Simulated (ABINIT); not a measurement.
The system is WS2.

```
W S
1.0
     1.57900    0.91164    6.16333
    -1.57900    0.91164    6.16333
     0.00000   -1.82327    6.16333
W S
1 2
Direct
  0.00000 0.00000 0.00000
  0.58100 0.58100 0.58100
  0.75030 0.75030 0.75030
```

Measurements of this composition are mostly on another form, of space group No. 194.

Base run:

- Program: ABINIT 10.8.3 (patched build)
- Functional: BLYP
- Potentials or basis: JTH PAW PBE v2.0
- Cutoff: 653 eV
- k mesh: 10 × 10 × 10
- Occupations: fermi-dirac, width 0.05 eV
- Spin: no spin polarisation

Its results: band gap on the k mesh 1.08 eV, indirect (least direct gap 2.23 eV); pressure 12.3 GPa; largest force 0.903 eV/Å.

Task: The run is repeated on the same cell with these changes: functional from BLYP to AM05. What comes out?

Result: Band gap on the k mesh 1.05 eV, indirect (least direct gap 2.23 eV); pressure -0.9 GPa; largest force 0.601 eV/Å.

AM05 binds more tightly than BLYP, so the same cell stands under less pressure.

Caveats: the PAW data sets were made with another functional, which shifts forces and pressure a little; spin-orbit coupling is left out, which moves the levels of the heavy elements.

A k mesh can miss the band edges.
